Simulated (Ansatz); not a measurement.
A crystal in the diamond structure was computed with PBE in Ansatz (plane waves, PAW datasets (generated soft set 1); cutoff 420 eV), no spin polarisation, no spin–orbit coupling, Fermi–Dirac smearing of 0.061 eV, k-spacing 0.06 Å⁻¹. It has a₀ = 7.060 Å and B₀ = 25 GPa.

Question: Which is it?
A. Sb
B. Ga
C. Pb
D. Cr
E. Eu

Answer: C. The five: Pb 7.060 Å, 25 GPa; Ga 5.880 Å, 36 GPa; Cr 5.096 Å, 102 GPa; Sb 6.989 Å, 31 GPa; Eu 5.493 Å, 110 GPa.

Model structures, not the usual forms at ambient conditions (metastable or hypothetical): Pb, Ga, Cr, Sb, Eu. Spin polarisation is left out, and a magnetic state may lie lower for Cr. Spin–orbit coupling is left out, which matters for 6p elements such as Tl, Pb and Bi. The open f shell of Eu is treated without spin here, so this is a model state and not the ground state.
